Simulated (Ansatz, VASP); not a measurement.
## One calculation of BaS, two programs

File INCAR:

```
SYSTEM = BaS
  PREC = Accurate
  ENCUT = 520
  EDIFF = 1E-7
  ISMEAR = -1
  SIGMA = 0.05
  LREAL = .FALSE.
  LASPH = .TRUE.
  NELM = 60
  ALGO = Normal
  ISIF = 2
  LWAVE = .FALSE.
  LCHARG = .FALSE.
  GGA = PS
  NBANDS = 15
```

The input KPOINTS:

```
regular mesh
0
G
  7 7 7
  0 0 0
```

The input POSCAR:

```
BaS
1.0
    0.0000000000      3.1937500000      3.1937500000
    3.1937500000      0.0000000000      3.1937500000
    3.1937500000      3.1937500000      0.0000000000
Ba S
1 1
Direct
    0.0000000000      0.0000000000      0.0000000000
    0.5000000000      0.5000000000      0.5000000000
```

File input.yaml:

```yaml
crystal:
  lattice:
    - [0.0, 3.19375, 3.19375]
    - [3.19375, 0.0, 3.19375]
    - [3.19375, 3.19375, 0.0]
  atoms:
    - { symbol: Ba, position: [0.0, 0.0, 0.0] }
    - { symbol: S, position: [0.5, 0.5, 0.5] }
kpoints:
  mp_grid: { grid: [7, 7, 7] }
scf:
  occupations: { method: fermi_dirac, width: 0.05 }
hamiltonian:
  xc: pbesol
  pseudopotentials: { kind: all_electron, lapw: { basis_error: 0.0005 } }
output:
  forces: true
  stress: true
  eigenvalues: true
```

Alike in both runs: task single point; functional PBEsol; k mesh 7 × 7 × 7; occupations fermi-dirac, width 0.05 eV; no spin polarisation.

|  | VASP | Ansatz |
| --- | --- | --- |
| version | VASP 6.6.1 | Ansatz 0.2.0 |
| potentials or method | VASP PAW PBE potentials, release 64 (Ba_sv, S) | all-electron LAPW, scalar-relativistic |
| plane-wave cutoff (eV) | 520 | see its input |

|  | VASP | Ansatz | Ansatz less VASP |
| --- | --- | --- | --- |
| gap on the k mesh at the Fermi level (eV) | 2.04 | 2.14 | +0.097 |
| least direct gap on the mesh (eV) | 2.19 | 2.26 | +0.065 |
| pressure (GPa) | -0.5 | -1.2 | -0.62 |

Ansatz ran all-electron here, so the differences hold the error of VASP's frozen core and of both bases.

Caveats: spin-orbit coupling is left out, which moves the levels of the heavy elements; an odd mesh through Γ misses points on the zone boundary, where band edges often lie; the PAW data sets were made with another functional, which shifts forces and pressure a little (VASP). PBEsol gaps usually lie below the measured ones, often by a third to a half.
